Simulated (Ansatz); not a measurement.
Space group Fm-3m (No. 225). a = 4.328 Å, b = 4.328 Å, c = 4.328 Å, α = 90.00°, β = 90.00°, γ = 90.00°
```json
{"atom": "Ti", "site": "4a", "symmetry": "m-3m", "x": "0.0000", "y": "0.0000", "z": "0.0000"}
{"atom": "C", "site": "4b", "symmetry": "m-3m", "x": "0.5000", "y": "0.0000", "z": "0.0000"}
```

Equation of state of this TiC structure (not necessarily the ground state), with shape and atoms relaxed at each volume where symmetry leaves them free. It has no gap at any of these volumes. Theory: DFT r2SCAN, scalar-relativistic, plane waves, PAW in Ansatz 0.2.0.

Plane waves to 500 eV, a k mesh through Γ of 16×16×16 on the computed 2-atom cell and Gaussian smearing (0.10 eV); no spin polarisation.

| V (Å³/atom) | E − E(largest V) (meV/atom) | P (GPa) |
| --- | --- | --- |
| 8.917 | 76.48 | 43.11 |
| 9.221 | 7.67 | 29.79 |
| 9.525 | -37.71 | 18.34 |
| 9.828 | -62.90 | 8.49 |
| 10.132 | -70.75 | 0.00 |
| 10.436 | -63.64 | -7.31 |
| 10.740 | -43.65 | -13.61 |
| 11.146 | 0.00 | -20.67 |

Fit a third-order Birch–Murnaghan equation to E(V).

V0 = 10.13 Å³/atom, B0 = 262 GPa, B0' = 4.0.